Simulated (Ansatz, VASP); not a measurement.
**One calculation of Rb, two programs**

```
CELL_PARAMETERS angstrom
-3.03048 3.03048 2.69376
3.03048 -3.03048 2.69376
3.03048 3.03048 -2.69376
ATOMIC_POSITIONS crystal
Rb 0.00000 0.00000 0.00000
```

Change from the starting cell: strain +0.080 along x and y, -0.040 along z, atoms carried along.

Alike in both runs: task single point; functional PBEsol; k mesh 12 × 12 × 12; occupations gaussian, width 0.15 eV; no spin polarisation.

|  | VASP | Ansatz |
| --- | --- | --- |
| version | VASP 6.6.1 | Ansatz 0.2.0 |
| potentials or method | VASP PAW PBE potentials, release 64 (Rb_sv) | scalar-relativistic, plane waves, PAW |
| plane-wave cutoff (eV) | 520 | 420 |
| valence electrons in the cell | 9 | 9 |

|  | VASP | Ansatz | Ansatz less VASP |
| --- | --- | --- | --- |
| gap on the k mesh at the Fermi level (eV) | none | none | - |
| pressure (GPa) | -0.3 | -0.3 | 0.00 |

A gap of «none» marks a metal or a gap that the smearing closes. The functional is the same, so the differences come from potentials, cutoffs and numerics.

Caveats: the PAW data sets were made with another functional, which shifts forces and pressure a little (VASP).
